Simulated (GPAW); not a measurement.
Crystal: Au.

```xyz
2
Lattice="1.4113 -2.5559 0.0000 1.4113 2.5559 0.0000 0.0000 0.0000 4.8932" Properties=species:S:1:pos:R:3 pbc="T T T"
Au    1.4113    0.8451    1.2233
Au    1.4113   -0.8451    3.6699
```

This isn't the form of Au at room conditions, which is fcc.

| Quantity | Value |
| --- | --- |
| Program | GPAW 26.7.0 |
| Task | relaxation of cell and atoms |
| Functional | PBEsol |
| Potentials or basis | PAW data sets generated in the run's folder for this functional |
| Cutoff | 600 eV |
| Basis | pw |
| k mesh | 8 × 8 × 4 |
| Occupations | fermi-dirac, width 0.05 eV |
| Spin | no spin polarisation |

At the start: pressure -2.4 GPa; volume 17.65 Å³/atom.

Task: How do energy, volume and symmetry change on relaxing?

Result: Over 16 steps the energy falls by 8.4 meV/atom and the volume is 17.36 Å³/atom (-1.6 %); space group Cmcm (No. 63, to 0.05 Å).

Step by step:
```csv
step,energy change (eV),largest force (eV/Å),pressure (GPa),volume (Å³)
1,0.0000,0.0023,-2.36,35.30
2,-0.0034,0.0008,-1.48,35.11
3,-0.0079,0.0067,0.76,34.64
4,-0.0091,0.0095,0.90,34.61
5,-0.0142,0.0564,0.85,34.62
6,-0.0148,0.0399,0.23,34.74
7,-0.0149,0.0379,-0.03,34.79
8,-0.0150,0.0370,-0.21,34.82
9,-0.0152,0.0355,-0.45,34.86
10,-0.0156,0.0301,-0.66,34.88
11,-0.0160,0.0148,-0.56,34.84
12,-0.0163,0.0113,-0.24,34.77
13,-0.0165,0.0105,0.15,34.69
14,-0.0166,0.0081,0.21,34.68
15,-0.0167,0.0020,0.19,34.69
16,-0.0168,0.0001,0.07,34.72
```

Final structure:
```
Au
1.0
     1.39523   -2.61913    0.00000
     1.39523    2.61913    0.00000
     0.00000    0.00000    4.75052
Au
2
Direct
  0.34220 0.65780 0.25000
  0.65780 0.34220 0.75000
```

Caveat: with this Au data set, volumes or pressures lay over 1.5 % or 2 GPa off other programs in two to four cells of ten; later steps reuse the first step's grids.
